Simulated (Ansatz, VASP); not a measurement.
Two plane-wave programs on AlN

The input INCAR:

```
PREC = Accurate
ENCUT = 520
EDIFF = 1E-6
ISMEAR = 0
SIGMA = 0.05
LREAL = F
LASPH = T
NELM = 100
ALGO = Normal
ISIF = 2
LWAVE = F
LCHARG = F
GGA = CA
NBANDS = 11
```

File KPOINTS:

```
regular mesh
0
Gamma
  10 10 10
```

POSCAR

```
AlN
1.0
    0.0000000000      2.1839935596      2.1839935596
    2.1839935596      0.0000000000      2.1839935596
    2.1839935596      2.1839935596      0.0000000000
Al N
1 1
Direct
   -0.0133705599     -0.0133705599      0.0133705599
    0.7757555705      0.7757555705      0.7242444295
```

Input for Ansatz:

```yaml
crystal:
  lattice:
    - [0.0, 2.1839935596, 2.1839935596]
    - [2.1839935596, 0.0, 2.1839935596]
    - [2.1839935596, 2.1839935596, 0.0]
  atoms:
    - { symbol: Al, position: [-0.0133705599, -0.0133705599, 0.0133705599] }
    - { symbol: "N", position: [0.7757555705, 0.7757555705, 0.7242444295] }
basis:
  ecutwfc: 420
kpoints:
  mp_grid: { grid: [10, 10, 10] }
hamiltonian:
  xc: lda
scf:
  occupations: { method: gaussian, width: 0.05 }
output:
  forces: true
  stress: true
  eigenvalues: true
```

Change from the starting cell: mode 4 (647.2 1/cm) frozen in, largest displacement +0.113 Å.

Alike in both runs: task single point; functional LDA; k mesh 10 × 10 × 10; occupations gaussian, width 0.05 eV; no spin polarisation.

|  | VASP | Ansatz |
| --- | --- | --- |
| version | VASP 6.6.1 | Ansatz 0.2.0 |
| potentials or method | VASP PAW LDA potentials, release 64 (Al, N) | scalar-relativistic, plane waves, PAW |
| plane-wave cutoff (eV) | 520 | 420 |
| valence electrons in the cell | 8 | 8 |

|  | VASP | Ansatz | Ansatz less VASP |
| --- | --- | --- | --- |
| gap on the k mesh at the Fermi level (eV) | 2.79 | 2.81 | +0.020 |
| least direct gap on the mesh (eV) | 3.76 | 3.75 | -0.007 |
| pressure (GPa) | 0.6 | -0.1 | -0.65 |
| largest component of the traceless stress (GPa) | 11.97 | 11.44 | -0.528 |
| rms of the force components (eV/Å) | 1.388 | 1.361 | -0.0265 |

Atom by atom the forces differ by 0.027 eV/Å (rms over components).

Caveats: forces of over 1 eV/Å show positions far from the minimum, so gaps and moduli don't describe the material at rest. A k mesh can miss the band edges.
